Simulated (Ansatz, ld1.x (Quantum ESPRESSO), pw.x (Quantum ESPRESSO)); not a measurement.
What a changed setting does to a pw.x run (bcc N)

Potential: norm-conserving Troullier–Martins (Kleinman–Bylander form), ld1.x (Quantum ESPRESSO) 7.5, PBE; core [He], reference 2s2 2p3; waves: 2p (bound): rc 1.80 bohr; 3d channel at 0.35 Ry: rc 1.75 bohr; 2s (bound): rc 1.15 bohr; local part: the s channel; core correction: none.

The reference run (k-mesh 18³, cutoffs 135/540 Ry, Fermi–Dirac 0.01 Ry, mixing_beta 0.4, conv_thr 1e-9, no spin) gives 0.70 GPa at 7.247 Å³/atom, where all-electron LAPW gives -0.09 GPa. This run, with its own iteration cap, changes nspin = 2 with starting_magnetization to 0.2.

```
&control
  calculation='scf', prefix='x', pseudo_dir='./', outdir='./tmp', tstress=.true., disk_io='none'
/
&system
  ibrav=0, nat=1, ntyp=1, ecutwfc=135, ecutrho=540, nbnd=9,
  occupations='smearing', smearing='fd', degauss=0.01, nspin=2, starting_magnetization(1)=0.2
/
&electrons
  conv_thr=1e-09, mixing_beta=0.4, electron_maxstep=50
/
ATOMIC_SPECIES
N 1.0 N.UPF
CELL_PARAMETERS angstrom
  -1.21908154 1.21908154 1.21908154
  1.21908154 -1.21908154 1.21908154
  1.21908154 1.21908154 -1.21908154
ATOMIC_POSITIONS crystal
N 0.0000 0.0000 0.0000
K_POINTS automatic
18 18 18 0 0 0
```

```bash
pw.x < N.scf.in > N.scf.out
```

Question: How does the run end?

Answer: It converges in 9 iterations; the free energy moves by +0.0 meV/atom and the pressure by +0.00 GPa. The result is that of the reference run.

```
Message from routine setup:
     using ibrav=0 with symmetry is DISCOURAGED, use correct ibrav instead
     lattice parameter (alat)  =       3.9902  a.u.
     unit-cell volume          =      48.9052 (a.u.)^3
     number of electrons       =         5.00
     number of Kohn-Sham states=            9
     kinetic-energy cutoff     =     135.0000  Ry
     charge density cutoff     =     540.0000  Ry
     scf convergence threshold =      1.0E-09
     Exchange-correlation= PBE
     atomic species   magnetization
     number of k points=   195  Fermi-Dirac smearing, width (Ry)=  0.0100
     iteration #  1     ecut=   135.00 Ry     beta= 0.40
     total energy              =     -19.46348257 Ry
     estimated scf accuracy    <       0.00331310 Ry
     total magnetization       =     0.44 Bohr mag/cell
     absolute magnetization    =     0.44 Bohr mag/cell
     iteration #  2     ecut=   135.00 Ry     beta= 0.40
     total energy              =     -19.46680593 Ry
     estimated scf accuracy    <       0.00207316 Ry
     total magnetization       =     0.35 Bohr mag/cell
     absolute magnetization    =     0.35 Bohr mag/cell
     iteration #  3     ecut=   135.00 Ry     beta= 0.40
     total energy              =     -19.47303698 Ry
     estimated scf accuracy    <       0.00017684 Ry
     total magnetization       =     0.06 Bohr mag/cell
     absolute magnetization    =     0.07 Bohr mag/cell
     [... 3 iterations left out ...]
     iteration #  7     ecut=   135.00 Ry     beta= 0.40
     total energy              =     -19.47327264 Ry
     estimated scf accuracy    <       0.00000004 Ry
     total magnetization       =     0.00 Bohr mag/cell
     absolute magnetization    =     0.00 Bohr mag/cell
     iteration #  8     ecut=   135.00 Ry     beta= 0.40
     total energy              =     -19.47327267 Ry
     estimated scf accuracy    <          2.1E-09 Ry
     total magnetization       =     0.00 Bohr mag/cell
     absolute magnetization    =     0.00 Bohr mag/cell
     iteration #  9     ecut=   135.00 Ry     beta= 0.40
     the Fermi energy is     8.8966 ev
!    total energy              =     -19.47327269 Ry
     estimated scf accuracy    <          6.0E-11 Ry
     smearing contrib. (-TS)   =      -0.00254184 Ry
     The total energy is F=E-TS. E is the sum of the following terms:
     one-electron contribution =       3.36630357 Ry
     hartree contribution      =       1.59734274 Ry
     xc contribution           =      -4.68796004 Ry
     ewald contribution        =     -19.74641711 Ry
     total magnetization       =    -0.00 Bohr mag/cell
     absolute magnetization    =     0.00 Bohr mag/cell
     convergence has been achieved in   9 iterations
          total   stress  (Ry/bohr**3)                   (kbar)     P=        6.96
     Message from routine punch:
     Nothing written, as per user request (disk_io='none')
```

The run took about 55 s on one core of a shared host (Neoverse-V1, 32 threads, 247 GiB, load 22).
